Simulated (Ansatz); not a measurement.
CdS, DFT, PBEsol, all-electron LAPW, scalar-relativistic (Ansatz 0.2.0), run on 1 thread of Arm Neoverse V1 on a shared host.

The cell is the one relaxed in the Materials Project (mp-2469), not relaxed further here; entries there can be hypothetical. The listed cell was then made from it by scaling, straining or moving an atom.

Command: `ansatz run input.yaml --threads 1 --pin off --max-ram 3072MiB --backend cpu --events-out ev --progress --plain --runs-dir out`

```yaml
crystal:
  lattice:
    - [-0.0588590693, 2.9135239302, 2.9135239302]
    - [2.9135239302, -0.0588590693, 2.9135239302]
    - [2.9135239302, 2.9135239302, -0.0588590693]
  atoms:
    - { symbol: Cd, position: [0.0, 0.0, 0.0] }
    - { symbol: S, position: [0.75, 0.75, 0.75] }
kpoints:
  mp_grid: { grid: [7, 7, 7] }
  band_path:
    path:
      - [0.0, 0.0, 0.0]
      - [0.5, 0.5, 0.5]
      - [0.2551801333, 0.5, 0.7448198667]
      - [-0.2551801333, 0.2551801333, 0.5]
      - [0.0, 0.0, 0.5]
      - [0.0, 0.0, 0.0]
      - [-0.3775900666, 0.0, 0.3775900666]
      - [0.0, 0.3775900666, 0.6224099334]
      - [0.0, 0.5, 0.5]
    npoints: 5
scf:
  occupations: { method: fermi_dirac, width: 0.02 }
hamiltonian:
  xc: pbesol
  pseudopotentials: { kind: all_electron, lapw: { basis_error: 0.0005 } }
output:
  forces: true
  stress: true
  eigenvalues: true
```

(1) How large is the problem that the program sets up?

(2) Estimate the wall time and the peak memory.

Results:

(1) 44 irreducible k-points, 531 plane waves at Γ, 21 bands.

(2) 22 s of wall time for 7 SCF iterations, with a peak of 0.31 GiB. Times on shared machines scatter by tens of per cent.
